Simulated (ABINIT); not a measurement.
Crystal: PbS (Galena).

```
Pb S
1.0
     0.00000    2.96575    2.96575
     2.96575    0.00000    2.96575
     2.96575    2.96575    0.00000
Pb S
1 1
Cartesian
  0.0000 0.0000 0.0000
  2.9657 2.9657 2.9657
```

Base run:

* Program: ABINIT 10.8.3 (patched build)
* Functional: HSE06
* Potentials or basis: SPMS NC PBE v1.0
* Cutoff: 490 eV
* k mesh: 6 × 6 × 6
* Occupations: fermi-dirac, width 0.05 eV
* Spin: no spin polarisation

Its results: band gap on the k mesh 0.65 eV, direct.

The run is repeated on the same cell with these changes: share of exact exchange from 0.25 to 0.5. What comes out?

Band gap on the k mesh 0.99 eV, direct.

Caveats: exact exchange is summed on a coarse mesh, which widens gaps by tenths of an eV; Libxc's HSE differs a little from that of other programs; spin-orbit coupling is left out, which as a rule narrows the gap of such compounds by several tenths of an eV.

A k mesh can miss the band edges.
